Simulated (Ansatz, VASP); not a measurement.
## One calculation of CaB2, two programs

INCAR

```
SYSTEM = CaB2
ALGO     = Normal         ! electronic algorithm
EDIFF    = 1E-7           ! SCF threshold, eV
ENCUT    = 520            ! plane-wave cutoff, eV
GGA      = PE             ! functional
ISIF     = 2              ! what is computed and relaxed
ISMEAR   = -1             ! smearing method
LASPH    = .True.         ! aspherical terms in the spheres
LCHARG   = .False.        ! write CHGCAR
LREAL    = .False.        ! projectors in reciprocal space
LWAVE    = .False.        ! write WAVECAR
NBANDS   = 15             ! bands
NELM     = 60             ! most SCF steps
PREC     = Accurate       ! precision mode
SIGMA    = 0.05           ! smearing width, eV
```

File KPOINTS:

```
k-points
0
Gamma
  9 9 7
  0 0 0
```

The input POSCAR:

```
CaB2
1.0
    3.1605662872      0.0000000000      0.0000000000
   -1.5802831436      2.7371306951      0.0000000000
    0.0000000000      0.0000000000      3.9843607019
Ca B
1 2
Direct
    0.0000000000      0.0000000000      0.0000000000
    0.6666666667      0.3333333333      0.5000000000
    0.3333333333      0.6666666667      0.5000000000
```

The input input.yaml:

```yaml
crystal:
  lattice:
    - [3.1605662872, 0.0, 0.0]
    - [-1.5802831436, 2.7371306951, 0.0]
    - [0.0, 0.0, 3.9843607019]
  atoms:
    - { symbol: Ca, position: [0.0, 0.0, 0.0] }
    - { symbol: B, position: [0.6666666667, 0.3333333333, 0.5] }
    - { symbol: B, position: [0.3333333333, 0.6666666667, 0.5] }
hamiltonian:
  xc: pbe
  pseudopotentials: { kind: paw }
kpoints:
  mp_grid: { grid: [9, 9, 7] }
scf:
  occupations: { method: fermi_dirac, width: 0.05 }
output:
  forces: true
  stress: true
  eigenvalues: true
  write_density: true
  write_potential: true
  elf: true
  volumetric_format: npy
```

Change from the starting cell: volume scaled by 0.94.

Alike in both runs: task single point; functional PBE; k mesh 9 × 9 × 7; occupations fermi-dirac, width 0.05 eV; no spin polarisation.

|  | VASP | Ansatz |
| --- | --- | --- |
| version | VASP 6.6.1 | Ansatz 0.2.0 |
| potentials or method | VASP PAW PBE potentials, release 64 (Ca_sv, B) | Ansatz PAW |
| plane-wave cutoff (eV) | 520 | 420 |
| valence electrons in the cell | 16 | 16 |

|  | VASP | Ansatz | Ansatz less VASP |
| --- | --- | --- | --- |
| gap on the k mesh at the Fermi level (eV) | none | none | - |
| pressure (GPa) | 8.3 | 7.9 | -0.37 |
| largest component of the traceless stress (GPa) | 0.44 | 0.26 | -0.175 |

A gap of «none» marks a metal or a gap that the smearing closes. With one functional, cell and mesh, what is left measures potentials, basis and numerics.
